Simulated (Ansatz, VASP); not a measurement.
**One calculation of TaN, two programs**

```
Ta N
1.0
     5.14810    0.00000    0.00000
    -2.57405    4.45839    0.00000
     0.00000    0.00000    2.87567
Ta N
3 3
Direct
  0.00000 0.00000 0.00000
  0.33333 0.66667 0.50000
  0.66667 0.33333 0.50000
  0.39348 0.00000 0.00000
  0.60652 0.60652 0.00000
  0.00000 0.39348 0.00000
```

Alike in both runs: functional LDA; k mesh 9 × 9 × 12; occupations gaussian, width 0.1 eV; no spin polarisation.

Ansatz relaxed the structure, and its values are those at the end. VASP's run is a single point on that final structure, the one shown.

|  | VASP | Ansatz |
| --- | --- | --- |
| version | VASP 6.6.1 | Ansatz 0.2.0 |
| potentials or method | VASP PAW LDA potentials, release 64 (Ta_pv, N) | scalar-relativistic, plane waves, PAW |
| plane-wave cutoff (eV) | 520 | 420 |
| valence electrons in the cell | 48 | 54 |

```csv
,VASP,Ansatz,Ansatz less VASP
gap on the k mesh at the Fermi level (eV),none,none,-
pressure (GPa),1.9,0.0,-1.95
rms of the force components (eV/Å),0.005,0.000,-0.0054
```

A gap of «none» marks a metal or a gap that the smearing closes. The two sets of potentials don't hold the same shells in valence. Ansatz warned: «pseudo_functional_mismatch».

The runs have no spin-orbit coupling, so splittings on Ta are missing.
